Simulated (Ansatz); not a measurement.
**Stiffness of SrO from strained cells**

```xyz
2
Lattice="0.0000 2.5698 2.5698 2.5698 0.0000 2.5698 2.5698 2.5698 0.0000" Properties=species:S:1:pos:R:3 pbc="T T T"
Sr    0.0000    0.0000    0.0000
O     2.5698    2.5698    2.5698
```

Atoms are numbered in the order listed.

The conventional cell has a = 5.140 Å, b = 5.140 Å, c = 5.140 Å, α = 90.00°, β = 90.00°, γ = 90.00°. Sr (atom 1) is surrounded by 6 O at 2.57 Å. O (atom 2) is surrounded by 6 Sr at 2.57 Å.

The geometry is COD entry 1100027, unchecked; take it as a test cell. It is an old determination, and later ones may differ.

These are results of DFT, LDA, all-electron LAPW, scalar-relativistic in Ansatz 0.2.0, not measurements.

Sampling and basis: a Γ-centred 8×8×8 k mesh, Fermi–Dirac smearing of 0.02 eV, basis error target 0.25 meV/atom, no spin polarisation.

The unstrained cell is at -4.17 GPa. Large strains and very small stresses are left out. Each strain is applied once, with fractional coordinates held (clamped ions), and σ below is the change of stress, positive in tension. One finite strain gives stress–strain coefficients at this pressure with an error of the order of the strain times third-order constants, a few per cent for each per cent of strain.

(1) With equal xy, yz and zx engineering shear strains of -1 %, the run gives σxy = -0.55 GPa and γxy = 2εxy = -0.0100. Which stiffness follows?

(2) With equal xy, yz and zx engineering shear strains of +1 %, the run gives σxy = 0.58 GPa and γxy = 2εxy = 0.0100. Which stiffness follows?

(3) The two estimates of C44 (clamped ions) differ. Why, and which value is best?

## Answers

(1) C44 (clamped ions) = σxy/γxy = 55 GPa.

(2) C44 (clamped ions) = σxy/γxy = 58 GPa.

(3) Finite strains add third-order terms, which change sign with the strain; interpolating the two linearly to zero strain gives 57 GPa, the better value.
